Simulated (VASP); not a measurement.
# Sc in VASP: a series of runs

The runs below take Sc through single point, with PBE.

Program: VASP 6.6.1. These are calculated values, not measurements. Logs are shortened: lines on timing, memory, paths and dates and some standing lists are left out, and cuts for length are marked.

## 1. The structure

The cell holds a slab with vacuum, 5 atoms: a = 3.211 Å, b = 3.211 Å, c = 22.487 Å, α = 90.00°, β = 90.00°, γ = 120.00°.

The slab is cut from a database's or a generator's crystal, which needn't be the stable form of the element.

## 2. Single point, PBE

File INCAR:

```
  PREC = Accurate
  ENCUT = 460
  EDIFF = 1E-7
  ISMEAR = 1
  SIGMA = 0.02
  LREAL = False
  LASPH = True
  NELM = 120
  ALGO = Normal
  ISIF = 2
  LWAVE = False
  LCHARG = False
  LDIPOL = True
  IDIPOL = 3
  DIPOL = 0.5 0.5 0.500
  GGA = PE
  NBANDS = 40
  LVHAR = True
  LVACPOTAV = True
```

File KPOINTS:

```
regular mesh
0
Gamma
  12 12 1
```

File POSCAR:

```
Sc
1.0
    3.2109718934      0.0000000000      0.0000000000
   -1.6054859467      2.7807832305      0.0000000000
    0.0000000000      0.0000000000     22.4869902896
Sc
5
Direct
    0.6666666667      0.3333333333      0.2668209450
    0.3333333333      0.6666666667      0.3834104725
    0.0000000000      0.0000000000      0.5000000000
    0.6666666667      0.3333333333      0.6165895275
    0.3333333333      0.6666666667      0.7331790550
```

Potentials or basis: VASP PAW PBE potentials, release 64 (Sc_sv).

Launch:

```sh
$ cat potpaw_PBE.64/Sc_sv/POTCAR > POTCAR
$ mpirun -np 1 vasp_std > vasp.out
```

OUTCAR:

```text
PREC = Accurate
   ENCUT = 460
   EDIFF = 1E-7
   ISMEAR = 1
   LREAL = False
   LASPH = True
   NELM = 120
   ISIF = 2
   GGA = PE

 Found     19 irreducible k-points:

 Following reciprocal coordinates:
            Coordinates               Weight
  0.000000  0.000000  0.000000      1.000000
  0.083333  0.000000  0.000000      6.000000
  0.166667  0.000000  0.000000      6.000000
  0.250000 -0.000000  0.000000      6.000000
  0.333333  0.000000  0.000000      6.000000
  0.416667 -0.000000  0.000000      6.000000
   k-points           NKPTS =     19   k-points in BZ     NKDIM =     19   number of bands    NBANDS=     40
   number of dos      NEDOS =    301   number of ions     NIONS =      5
   total plane-waves  NPLWV =  92160
   dimension x,y,z NGX =    24 NGY =   24 NGZ =  160
   dimension x,y,z NGXF=    48 NGYF=   48 NGZF=  320
   ions per type =               5
   NGX,Y,Z   is equivalent  to a cutoff of  12.43, 12.43, 11.83 a.u.
   NGXF,Y,Z  is equivalent  to a cutoff of  24.85, 24.85, 23.66 a.u.
 SYSTEM =  unknown system
   PREC   = accura    normal or accurate (medium, high low for compatibility)
   ISTART =      0    job   : 0-new  1-cont  2-samecut
   ICHARG =      2    charge: 1-file 2-atom 10-const
   ISPIN  =      1    spin polarized calculation?
   LNONCOLLINEAR =      F non collinear calculations
   LSORBIT =      F    spin-orbit coupling
   LASPH  =      T    aspherical Exc in radial PAW
   ENCUT  =  460.0 eV  33.81 Ry    5.81 a.u.   5.62  5.62 39.32*2*pi/ulx,y,z
   NELM   =    120;   NELMIN=  2; NELMDL= -5     # of ELM steps
   EDIFF  = 0.1E-06   stopping-criterion for ELM
   LREAL  =      F    real-space projection
   EDIFFG = 0.1E-05   stopping-criterion for IOM
   NSW    =      0    number of steps for IOM
   IBRION =     -1    ionic relax: 0-MD 1-quasi-New 2-CG
   NFREE  =      0    steps in history (QN), initial steepest desc. (CG)
   ISIF   =      2    stress and relaxation
   ISYM   =      2    0-nonsym 1-usesym 2-fastsym
   POTIM  = 0.5000    time-step for ionic-motion
   TEBEG  =    0.0;   TEEND  =   0.0 temperature during run
   PSTRESS=    0.0 pullay stress
   NELECT =      55.0000    total number of electrons
   NUPDOWN=      -1.0000    fix difference up-down
   EMIN   =  10.00;   EMAX   =-10.00  energy-range for DOS
   EFERMI =   0.00;   METHOD = LEGACY
   ISMEAR =     1;   SIGMA  =   0.02  broadening in eV -4-tet -1-fermi 0-gaus
   EFERMI_NEDOS =   21; number of points for ismear=-14 and -15
   IALGO  =     38    algorithm
   IMIX   =      4    mixing-type and parameters
     AMIX     =   0.40;   BMIX     =  1.00
     AMIX_MAG =   1.60;   BMIX_MAG =  1.00
  volume/ion in A,a.u.               =      40.16       271.00
  Fermi-wavevector in a.u.,A,eV,Ry     =   1.063206  2.009168 15.380120  1.130407
  Thomas-Fermi vector in A             =   2.198683
   LORBIT       =      0    0 simple, 1 ext, 2 COOP (PROOUT), +10 PAW based schemes
   GGA     = PE    functional components
   LHFCALC =     F    Hartree Fock is set to
   AEXX    =    0.0000 exact exchange contribution
   IVDW    =     0    specifies the selected vdW correction
   LEPSILON=     F    determine dielectric tensor
   LRPA    =     F    only Hartree local field effects (RPA)
 non-spin polarized calculation
 Methfessel and Paxton  Order N= 1 SIGMA  =   0.02
  energy-cutoff  :      460.00
  volume of cell :      200.79
 maximum number of plane-waves:      4538
 NGX is ok and might be reduce to    24
   NGX = 11   NGY = 11   NGZ = 79

 dipolmoment           0.000000      0.000000     -0.000000 electrons x Angstroem

 number of electron      54.9999982 magnetization

 dipolmoment           0.000000      0.000000      0.000000 electrons x Angstroem

 Free energy of the ion-electron system (eV)
  ---------------------------------------------------
  ext. energy  EPLUGINS =         0.00000000
  ---------------------------------------------------
  free energy    TOTEN  =       -29.58603713 eV

  energy without entropy =      -29.58481436  energy(sigma->0) =      -29.58562954

 E-fermi :   1.0521     XC(G=0):  -6.7163

 val. band max:        1.0489136170   @ k =   0.4167   0.0833   0.0000
 cond. band min:       1.0531971728   @ k =   0.2500   0.2500   0.0000
 fundamental gap:      0.0042835558
 Fermi energy:         1.0521027030

 k-point     1 :       0.0000    0.0000    0.0000
  band No.  band energies     occupation
      1     -48.6709      2.00000
      2     -48.6709      2.00000
      3     -48.2683      2.00000
      4     -48.1899      2.00000
      5     -48.1811      2.00000
      6     -27.3943      2.00000
[... 31 lines left out ...]
     38       2.7810      0.00000
     39       2.8183      0.00000

 k-point     2 :       0.0833    0.0000    0.0000
  band No.  band energies     occupation
      1     -48.6676      2.00000
      2     -48.6676      2.00000
      3     -48.2646      2.00000
      4     -48.1867      2.00000
      5     -48.1784      2.00000
      6     -27.3895      2.00000
[... 31 lines left out ...]
     38       2.8105      0.00000
     39       2.8566      0.00000

 k-point     3 :       0.1667    0.0000    0.0000
  band No.  band energies     occupation
      1     -48.6587      2.00000
      2     -48.6587      2.00000
      3     -48.2544      2.00000
      4     -48.1779      2.00000
      5     -48.1709      2.00000
      6     -27.3767      2.00000
[... 31 lines left out ...]
     38       2.9310      0.00000
     39       3.0221      0.00000

 k-point     4 :       0.2500   -0.0000    0.0000
  band No.  band energies     occupation
      1     -48.6465      2.00000
      2     -48.6464      2.00000
      3     -48.2402      2.00000
      4     -48.1658      2.00000
      5     -48.1607      2.00000
      6     -27.3601      2.00000
[... 31 lines left out ...]
     38       3.1481      0.00000
     39       3.2098      0.00000

 k-point     5 :       0.3333    0.0000    0.0000
  band No.  band energies     occupation
      1     -48.6342      2.00000
      2     -48.6342      2.00000
      3     -48.2260      2.00000
      4     -48.1537      2.00000
      5     -48.1506      2.00000
      6     -27.3636      2.00000
[... 31 lines left out ...]
     38       3.3747      0.00000
     39       3.3960      0.00000

 k-point     6 :       0.4167   -0.0000    0.0000
  band No.  band energies     occupation
      1     -48.6252      2.00000
      2     -48.6252      2.00000
      3     -48.2154      2.00000
      4     -48.1448      2.00000
      5     -48.1432      2.00000
      6     -27.4258      2.00000
[... 31 lines left out ...]
     38       3.4612      0.00000
     39       3.7784      0.00000

 [... further k-points ...]

 [bands above 39 left out]

------------------------ aborting loop because EDIFF is reached ----------------------------------------

  FORCE on cell =-STRESS in cart. coord.  units (eV):
  Direction    XX          YY          ZZ          XY          YZ          ZX
  --------------------------------------------------------------------------------------
  -------------------------------------------------------------------------------------
  Total        1.3397493      1.3397493      0.9453776      0.0000000      0.0000000     -0.0000000
  in kB       10.6905276     10.6905276      7.5436396      0.0000000      0.0000000     -0.0000000
  external PRESSURE =       9.6415649 kB  Pullay stress =       0.0000000 kB

 VOLUME and BASIS-vectors are now :
 -----------------------------------------------------------------------------
  energy-cutoff  :      460.00
  volume of cell :      200.79
      direct lattice vectors                 reciprocal lattice vectors
     3.210971893  0.000000000  0.000000000     0.311432187  0.179805457  0.000000000
    -1.605485947  2.780783230  0.000000000     0.000000000  0.359610914  0.000000000
     0.000000000  0.000000000 22.486990290     0.000000000  0.000000000  0.044470158

 POSITION                                       TOTAL-FORCE (eV/Angst)
 -----------------------------------------------------------------------------------
      1.60549      0.92693      6.00000         0.000000      0.000000      0.034839
     -0.00000      1.85386      8.62175        -0.000000      0.000000     -0.261299
      0.00000      0.00000     11.24350        -0.000000      0.000000      0.000000
      1.60549      0.92693     13.86524         0.000000     -0.000000      0.261299
     -0.00000      1.85386     16.48699        -0.000000     -0.000000     -0.034839
 -----------------------------------------------------------------------------------
    total drift:                                0.000000     -0.000000      0.000000

  FREE ENERGIE OF THE ION-ELECTRON SYSTEM (eV)
  ---------------------------------------------------
  free  energy   TOTEN  =       -29.5860371280 eV

  energy  without entropy=      -29.5848143582  energy(sigma->0) =      -29.58562954

 vacuum level on the upper side and lower side of the slab         4.607         4.607
```

stdout:

```text
POSCAR found type information on POSCAR Sc
 POSCAR found :  1 types and       5 ions
 scaLAPACK will be used
 LDA part: xc-table for (Slater+PW92), standard interpolation
 POSCAR, INCAR and KPOINTS ok, starting setup
 FFT: planning ... GRIDC
 FFT: planning ... GRID_SOFT
 FFT: planning ... GRID
 WAVECAR not read
 entering main loop
 -----------------------------------------------------------------------------
|                                                                             |
|           W    W    AA    RRRRR   N    N  II  N    N   GGGG   !!!           |
|           W    W   A  A   R    R  NN   N  II  NN   N  G    G  !!!           |
|           W    W  A    A  R    R  N N  N  II  N N  N  G       !!!           |
|           W WW W  AAAAAA  RRRRR   N  N N  II  N  N N  G  GGG   !            |
|           WW  WW  A    A  R   R   N   NN  II  N   NN  G    G                |
|           W    W  A    A  R    R  N    N  II  N    N   GGGG   !!!           |
|                                                                             |
|     Did not find any points to average over, which means that no vacuum     |
|     field-free region was found. Please increase the size of  your cell     |
|     in the dimension of the dipole correction to obtain accurate            |
|     workfunction values.                                                    |
|                                                                             |
 -----------------------------------------------------------------------------
```

It took 2.5 min on 1 thread of Intel Xeon Platinum 8488C (Sapphire Rapids), shared host; peak memory 0.32 GiB.

The run converged, but some of its settings lie outside the range that counts as converged, so its numbers aren't taken as properties of the slab.

What came out:

* Free energy: -29.5860 eV
* Largest force: 0.261 eV/Å
* Band gap on the k mesh: none (metal or under the smearing width)
* Work function of the upper face: 3.55 eV
* Work function of the lower face: 3.55 eV

## 3. Single point, PBE

This run uses another cell than the first one, of 50.87 Å³/atom, 1.267 times its volume.

Edit INCAR of step 2 so:

```diff
@@ -4,3 +4,3 @@
   ISMEAR = 1
-  SIGMA = 0.02
+  SIGMA = 0.1
   LREAL = False
```

File KPOINTS:

```
regular mesh
0
Gamma
  10 10 1
```

File POSCAR:

```
Sc
1.0
    3.2109718934      0.0000000000      0.0000000000
   -1.6054859467      2.7807832305      0.0000000000
    0.0000000000      0.0000000000     28.4869902896
Sc
5
Direct
    0.6666666667      0.3333333333      0.3159336914
    0.3333333333      0.6666666667      0.4079668457
    0.0000000000      0.0000000000      0.5000000000
    0.6666666667      0.3333333333      0.5920331543
    0.3333333333      0.6666666667      0.6840663086
```

Potentials or basis: VASP PAW PBE potentials, release 64 (Sc_sv).

Launch:

```sh
$ cat potpaw_PBE.64/Sc_sv/POTCAR > POTCAR
$ mpirun -np 1 vasp_std > vasp.out
```

It took 2.9 min on 1 thread of Intel Xeon Platinum 8488C (Sapphire Rapids), shared host; peak memory 0.35 GiB.

The run converged, but some of its settings lie outside the range that counts as converged, so its numbers aren't taken as properties of the slab.

What came out:

```yaml
Free_energy: -29.5944 eV
Largest_force: 0.246 eV/Å
Band_gap_on_the_k_mesh: none (metal or under the smearing width)
Work_function_of_the_upper_face: 3.63 eV
Work_function_of_the_lower_face: 3.63 eV
```

## 4. Single point, PBE

This run uses another cell than the first one, of 36.59 Å³/atom, 0.911 times its volume.

INCAR is that of step 3.

File KPOINTS:

```
regular mesh
0
Gamma
  15 15 1
```

File POSCAR:

```
Sc
1.0
    3.2109718934      0.0000000000      0.0000000000
   -1.6054859467      2.7807832305      0.0000000000
    0.0000000000      0.0000000000     20.4869902896
Sc
5
Direct
    0.6666666667      0.3333333333      0.2440573227
    0.3333333333      0.6666666667      0.3720286613
    0.0000000000      0.0000000000      0.5000000000
    0.6666666667      0.3333333333      0.6279713387
    0.3333333333      0.6666666667      0.7559426773
```

Potentials or basis: VASP PAW PBE potentials, release 64 (Sc_sv).

Launch:

```sh
$ cat potpaw_PBE.64/Sc_sv/POTCAR > POTCAR
$ mpirun -np 1 vasp_std > vasp.out
```

OUTCAR:

```text
PREC = Accurate
   ENCUT = 460
   EDIFF = 1E-7
   ISMEAR = 1
   LREAL = False
   LASPH = True
   NELM = 120
   ISIF = 2
   GGA = PE

 Found     27 irreducible k-points:

 Following reciprocal coordinates:
            Coordinates               Weight
  0.000000  0.000000  0.000000      1.000000
  0.066667 -0.000000  0.000000      6.000000
  0.133333  0.000000  0.000000      6.000000
  0.200000 -0.000000  0.000000      6.000000
  0.266667  0.000000  0.000000      6.000000
  0.333333 -0.000000  0.000000      6.000000
[... 340 lines left out ...]
  -------------------------------------------------------------------------------------
  Total        1.3108263      1.3108263      0.8751143      0.0000000     -0.0000000     -0.0000000
  in kB       11.4808469     11.4808469      7.6646716      0.0000000     -0.0000000     -0.0000000
  external PRESSURE =      10.2087884 kB  Pullay stress =       0.0000000 kB

 VOLUME and BASIS-vectors are now :
 -----------------------------------------------------------------------------
  energy-cutoff  :      460.00
  volume of cell :      182.93
      direct lattice vectors                 reciprocal lattice vectors
     3.210971893  0.000000000  0.000000000     0.311432187  0.179805457  0.000000000
    -1.605485947  2.780783230  0.000000000     0.000000000  0.359610914  0.000000000
     0.000000000  0.000000000 20.486990290     0.000000000  0.000000000  0.048811465

 POSITION                                       TOTAL-FORCE (eV/Angst)
 -----------------------------------------------------------------------------------
      1.60549      0.92693      5.00000         0.000000      0.000000      0.032501
     -0.00000      1.85386      7.62175        -0.000000      0.000000     -0.245667
      0.00000      0.00000     10.24350         0.000000      0.000000      0.000000
      1.60549      0.92693     12.86524         0.000000     -0.000000      0.245667
     -0.00000      1.85386     15.48699        -0.000000      0.000000     -0.032501
 -----------------------------------------------------------------------------------
    total drift:                                0.000000     -0.000000      0.000000

  FREE ENERGIE OF THE ION-ELECTRON SYSTEM (eV)
  ---------------------------------------------------
  free  energy   TOTEN  =       -29.5940832008 eV

  energy  without entropy=      -29.5861233514  energy(sigma->0) =      -29.59142992
```

stdout:

```text
POSCAR found type information on POSCAR Sc
 POSCAR found :  1 types and       5 ions
 scaLAPACK will be used
 LDA part: xc-table for (Slater+PW92), standard interpolation
 POSCAR, INCAR and KPOINTS ok, starting setup
 FFT: planning ... GRIDC
[... 27 lines left out ...]
|           W    W  A    A  R    R  N    N  II  N    N   GGGG   !!!           |
|                                                                             |
|     Did not find any points to average over, which means that no vacuum     |
|     field-free region was found. Please increase the size of  your cell     |
|     in the dimension of the dipole correction to obtain accurate            |
|     workfunction values.                                                    |
|                                                                             |
 -----------------------------------------------------------------------------
```

Run time: 2.9 min. Hardware: 1 thread of Intel Xeon Platinum 8488C (Sapphire Rapids), shared host; peak memory 0.34 GiB.

The run converged, but some of its settings lie outside the range that counts as converged, so its numbers aren't taken as properties of the slab.

What came out:

* Free energy: -29.5941 eV
* Largest force: 0.246 eV/Å
* Band gap on the k mesh: none (metal or under the smearing width)
